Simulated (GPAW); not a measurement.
Fe:

```
CELL_PARAMETERS angstrom
-1.44300 1.44300 1.44300
1.44300 -1.44300 1.44300
1.44300 1.44300 -1.44300
ATOMIC_POSITIONS crystal
Fe 0.00000 0.00000 0.00000
```

* Program: GPAW 26.7.0
* Task: relaxation of cell and atoms
* Functional: LDA
* Potentials or basis: the program's PAW data sets (release 1.2.1) made for this functional
* Cutoff: 600 eV
* Basis: pw
* k mesh: 13 × 13 × 13
* Occupations: fermi-dirac, width 0.05 eV
* Spin: collinear spin, ferromagnetic start
* Starting moments: [3.0] μB

At the start: pressure -25.5 GPa; volume 12.02 Å³/atom.

Task: How do energy, volume and symmetry change on relaxing?

Result: Over 5 steps the energy falls by 143.4 meV/atom and the volume is 10.46 Å³/atom (-13.0 %); space group Im-3m (No. 229, to 0.05 Å); moment 2.00 μB per cell.

The path:
```tsv
step	energy change (eV)	largest force (eV/Å)	pressure (GPa)	volume (Å³)
1	0.0000	0.0000	-25.51	12.02
2	-0.1168	0.0000	-13.27	11.07
3	-0.1398	0.0000	5.27	10.27
4	-0.1434	0.0000	-0.52	10.48
5	-0.1434	0.0000	-0.01	10.46
```

Final structure:
```
Fe
1.0
    -1.37765    1.37765    1.37765
     1.37765   -1.37765    1.37765
     1.37765    1.37765   -1.37765
Fe
1
Direct
  0.00000 0.00000 0.00000
```

Caveat: each step starts from the last one's moments, so a moment once lost doesn't come back; later steps reuse the first step's grids; the volume moved by -13 % from the deposited cell, more than functionals usually miss.
